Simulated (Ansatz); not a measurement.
# Ta (simple hexagonal type): how the settings move a single-point run

How sensitive is a single-point run of Ta (simple hexagonal type) to its settings? A reference run comes first, then one run with altered input.

Computed with Ansatz 0.2.0 (reference: DFT, PBE, all-electron LAPW, scalar-relativistic, unless a step's input says otherwise).

## Step 1: Starting point

Symmetry: P6/mmm, No. 191, hexagonal system. Conventional cell: a = 2.294 Å, b = 2.294 Å, c = 2.169 Å, α = 90.00°, β = 90.00°, γ = 120.00°. Ta (site symmetry 6/mmm) has 8 Ta at 2.17 to 2.29 Å as nearest neighbours.

Structure file:

```cif
data_structure
_symmetry_space_group_name_H-M 'P 1'
_symmetry_Int_Tables_number 1
_cell_length_a 2.2942
_cell_length_b 2.2942
_cell_length_c 2.1691
_cell_angle_alpha 90.000
_cell_angle_beta 90.000
_cell_angle_gamma 120.000
_cell_volume 9.89
loop_
_atom_site_label
_atom_site_type_symbol
_atom_site_fract_x
_atom_site_fract_y
_atom_site_fract_z
_atom_site_occupancy
Ta1 Ta 0.00000 0.00000 0.00000 1
```

## Step 2: The reference run

The input, input.yaml:

```yaml
crystal:
  lattice:
    - [2.294189595, 0.0, 0.0]
    - [-1.1470947975, 1.9868264703, 0.0]
    - [0.0, 0.0, 2.1691131099]
  atoms:
    - { symbol: Ta, position: [0.0, 0.0, 0.0] }
kpoints:
  mp_grid: { grid: [17, 17, 16] }
scf:
  occupations: { method: fermi_dirac, width: 0.05 }
hamiltonian:
  xc: pbe
  pseudopotentials: { kind: all_electron, lapw: { basis_error: 0.001 } }
output:
  forces: true
  stress: true
  eigenvalues: true
  populations: true
```

On the command line:

```sh
$ ansatz run input.yaml --threads 1 --pin off --max-ram 2048MiB --backend cpu --events-out ev --progress --plain --runs-dir out
```

The main lines of its log:

```text
[...]
Basis set: ecut = 536.0176423265583 eV, 279 PW (Γ), exchange–correlation at level 2
[...]
k-points: 297 of 4624
[...]
SCF iter   1: F=—  HF=-424561.389209 eV  |F-HF|=—  |Δ(HF+E_count)|=         —  Δρ=4.07e-2  dr2=6.46e-2  ethr=1.43e-4  ⟨swp⟩=3.0  Hψ=52687  notcnv=0
preconditioner: auto → none  [metal: Δε(μ)=0.030 eV  Ē_g=28.808 eV  σ=0.050 eV  W_gap=0.15  n_scr=8 (ndim 8)  ℏωp=59.0 eV  f_vac=0.000  D(μ)=0.48/eV (n_scr^D=2)  sad-step TF]
SCF iter   2: F=—  HF=-424561.228663 eV  |F-HF|=—  |Δ(HF+E_count)|=   1.61e-1  Δρ=2.53e-2  dr2=3.28e-2  ethr=1.43e-4  ⟨swp⟩=2.0  Hψ=25210  notcnv=0  defer=1
[...]
SCF iter   5: F=—  HF=-424561.171461 eV  |F-HF|=—  |Δ(HF+E_count)|=   2.68e-6  Δρ=2.52e-4  dr2=2.22e-6  ethr=4.57e-7  ⟨swp⟩=2.0  Hψ=23873  notcnv=0
SCF iter   6: F=-424561.171462 eV  HF=-424561.171462 eV  |F-HF|=1.59e-8  |Δ(HF+E_count)|=   1.21e-6  Δρ=1.70e-5  dr2=1.61e-8  ethr=4.93e-9  ⟨swp⟩=2.3  Hψ=23978  notcnv=0
[...]
SCF converged after 6 iterations
Free energy (F): -424561.171462 eV
[...]
E sigma→0 (E₀):  -424561.169639 eV
[...]
Fermi energy:    47.504239 eV
[...]
  P = ⅓ Tr σ = 418.7204 GPa (4187.204 kbar)
[...]
```

Run time: 54 s. Hardware: 1 thread of Arm Neoverse V1, shared host; peak memory 0.63 GiB.

## Step 3: Changing settings: preconditioner ldos

Edit input.yaml of step 2 so:

```diff
@@ -11,2 +11,3 @@
   occupations: { method: fermi_dirac, width: 0.05 }
+  mixing: { preconditioner: ldos }
 hamiltonian:
```

On the command line:

```sh
$ ansatz run input.yaml --threads 1 --pin off --max-ram 2048MiB --backend cpu --events-out ev --progress --plain --runs-dir out
```

Output, cut to the lines that bear on the results:

```text
Ta: projections on atomic orbitals take those of the free atom 1s2 2s2 2p6 3s2 3p6 3d10 4s2 4p6 4d10 4f14 5s2 5p6 5d3 6s2, of charge +0.00 (hamiltonian.pseudopotentials.projection_atoms)
LAPW: plane waves up to 11.861 Å⁻¹, error target 1.0e-3 eV per atom; small_component_spin mean_spin; Ta in spheres of 1.085 Å, 45 of its electrons in bands, Dirac shells []
[...]
Pseudopotentials: kind: all_electron
Pseudopotential: Ta, LAPW, valence charge 45, Koelling and Harmon's equation, gaussian nucleus
Functional definition: PBE
[...]
Crystal: 1 atoms, lattice volume = 9.887 Å³
Basis set: ecut = 536.0176423265583 eV, 279 PW (Γ), exchange–correlation at level 2
Bands: 27, of which v1, the nominal top of the filled ones, is band 23 counted from 1 (22 counted from 0)
Symmetry: 24 space group operations
Space group: P6/mmm (ITA 191), of the structure as read, at distance tolerance 2.1e-5 Å
k-points: 297 of 4624
[...]
SCF iter   1: F=—  HF=-424561.389209 eV  |F-HF|=—  |Δ(HF+E_count)|=         —  Δρ=4.07e-2  dr2=6.46e-2  ethr=1.43e-4  ⟨swp⟩=3.0  Hψ=52687  notcnv=0
[...]
the basis was enlarged: its passes take 100.4 KiB over the memory plan, 1 of 1 planned eigensolver slots
[...]
SCF iter   6: F=-424561.171462 eV  HF=-424561.171462 eV  |F-HF|=2.95e-8  |Δ(HF+E_count)|=   2.20e-6  Δρ=1.95e-5  dr2=1.22e-8  ethr=3.29e-9  ⟨swp⟩=3.0  Hψ=24650  notcnv=0
[...]
SCF converged after 6 iterations
Free energy (F): -424561.171462 eV
[...]
E sigma→0 (E₀):  -424561.169639 eV
Entropy (-TS):   -0.003646 eV (-3.646 meV/atom)
Fermi energy:    47.504211 eV
[...]
--- Forces (eV/Å), atoms counted from 1 ---
  atom   1  Ta     0.00000000     0.00000000     0.00000000
[...]
--- Stress (GPa, compression-positive) ---
      418.872994      -0.000000       0.000000
        0.000000     418.872994       0.000000
        0.000000       0.000000     418.418841
  P = ⅓ Tr σ = 418.7216 GPa (4187.216 kbar)
--- Band table (eV; the first three rows and the last of 297) ---
[...]
--- Löwdin populations: 1 site ---
  site symbol       q [e]
     0     Ta     72.9584
  spilling = 0.000570 (of n_electrons = 73.000000)
```

Run time: 56 s. Hardware: 1 thread of Arm Neoverse V1, shared host; peak memory 0.63 GiB.

Energy and cycle count are those of the reference, so the change (mixing) left the result and the number of cycles as they were.

## Step 4: Comparison

```csv
run,ending,energy change,pressure (GPa),gap (eV),force (eV/Å),cycles,time
reference,converged,0,418.7,0.00,0.00,6,54 s
1: preconditioner ldos,converged,0.0 meV/atom,418.7,0.00,0.00,6,56 s
```

Residual by cycle in the longest SCF loop of each run; runs are numbered as in the table. The quantity is the density residual dr2, in eV.

```csv
cycle,reference,run 1
1,0.0646,0.0646
2,0.0328,0.00217
3,0.00905,0.00618
4,2.1e-4,1.8e-4
5,2.2e-6,1.5e-6
6,1.6e-8,1.2e-8
```

What this shows: Energy and cycle count are those of the reference, so the change (mixing) left the result and the number of cycles as they were. The structure is not at rest: the sound run finds 419 GPa, so these are no properties of the relaxed crystal. 
